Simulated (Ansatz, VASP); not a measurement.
**Mg: VASP beside Ansatz**

The input INCAR:

```
  PREC = Accurate
  ENCUT = 520
  EDIFF = 1E-7
  ISMEAR = 0
  SIGMA = 0.15
  LREAL = False
  LASPH = True
  NELM = 100
  ALGO = Normal
  ISIF = 2
  LWAVE = False
  LCHARG = True
  GGA = CA
  LELF = True
  LVHAR = True
  NBANDS = 9
```

KPOINTS

```
Automatic mesh
0
Gamma
  18 18 10
```

The input POSCAR:

```
Mg
1.0
    3.4660132551      0.0000000000      0.0000000000
   -1.7330066275      3.0016555288      0.0000000000
    0.0000000000      0.0000000000      4.7935036000
Mg
2
Direct
    0.3333333333      0.6666666667      0.2500000000
    0.6666666667      0.3333333333      0.7500000000
```

Input for Ansatz:

```yaml
crystal:
  lattice:
    - [3.4660132551, 0.0, 0.0]
    - [-1.7330066275, 3.0016555288, 0.0]
    - [0.0, 0.0, 4.7935036]
  atoms:
    - { symbol: Mg, position: [0.3333333333, 0.6666666667, 0.25] }
    - { symbol: Mg, position: [0.6666666667, 0.3333333333, 0.75] }
basis:
  ecutwfc: 420
kpoints:
  mp_grid: { grid: [18, 18, 10] }
hamiltonian:
  xc: lda
scf:
  occupations: { method: gaussian, width: 0.15 }
output:
  forces: true
  stress: true
  eigenvalues: true
  write_density: true
  write_potential: true
  elf: true
  volumetric_format: npy
```

Change from the starting cell: strain +0.080 along x and y, -0.080 along z, atoms carried along.

Alike in both runs: task single point; functional LDA; k mesh 18 × 18 × 10; occupations gaussian, width 0.15 eV; no spin polarisation.

|  | VASP | Ansatz |
| --- | --- | --- |
| version | VASP 6.6.1 | Ansatz 0.2.0 |
| potentials or method | VASP PAW LDA potentials, release 64 (Mg) | scalar-relativistic, plane waves, PAW |
| plane-wave cutoff (eV) | 520 | 420 |
| valence electrons in the cell | 4 | 20 |

|  | VASP | Ansatz | Ansatz less VASP |
| --- | --- | --- | --- |
| gap on the k mesh at the Fermi level (eV) | none | none | - |
| pressure (GPa) | -3.8 | -3.5 | +0.28 |
| largest component of the traceless stress (GPa) | 3.31 | 3.30 | -0.012 |

A gap of «none» marks a metal or a gap that the smearing closes. The two sets of potentials don't hold the same shells in valence.
